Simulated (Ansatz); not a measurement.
# Straining Al$_{2}$Cu

The calculation used Ansatz, DFT PBE, scalar-relativistic, plane waves, PAW. (420 eV cutoff, 6×6×8 k-mesh, Gaussian smearing of 0.10 eV, no spin polarisation)

The relaxed crystal:

```
Al Cu
1.0
     6.05249    0.00000    0.00000
     0.00000    6.05249    0.00000
     0.00000    0.00000    4.88289
Al Cu
8 4
Direct
  0.15869 0.34131 0.00000
  0.15869 0.65869 0.50000
  0.84131 0.34131 0.50000
  0.84131 0.65869 0.00000
  0.65869 0.84131 0.50000
  0.65869 0.15869 0.00000
  0.34131 0.84131 0.00000
  0.34131 0.15869 0.50000
  0.00000 0.00000 0.75000
  0.00000 0.00000 0.25000
  0.50000 0.50000 0.25000
  0.50000 0.50000 0.75000
```

Deformation: uniaxial strain along c, with the lengths of a and b and the atoms relaxed and the angles held, all within the symmetry that the strain leaves. Energies are extrapolated to zero smearing. On this cell's mesh the reference holds a stress of up to 0.34 GPa.

| strain (%) | ΔE (meV/atom) | a (Å) | b (Å) | c (Å) |
| --- | --- | --- | --- | --- |
| -3.0 | 7.0 | 6.097 | 6.097 | 4.736 |
| -2.0 | 2.7 | 6.084 | 6.084 | 4.785 |
| -1.0 | 0.4 | 6.072 | 6.072 | 4.834 |
| +0.0 | 0.0 | 6.052 | 6.052 | 4.883 |
| +1.0 | 1.3 | 6.044 | 6.044 | 4.932 |
| +2.0 | 3.8 | 6.026 | 6.026 | 4.981 |
| +3.0 | 7.0 | 6.009 | 6.009 | 5.029 |

(1) What stiffness (1/V) d²E/dε² at zero strain does a cubic fit over all points give?

(2) How does the free axis a answer a small strain?

Answers

(1) A cubic fit gives (1/V) d²E/dε² = 166 GPa at zero strain (Young's modulus along this axis, angles held).

(2) Between the innermost points its strain is -0.23 times the applied one.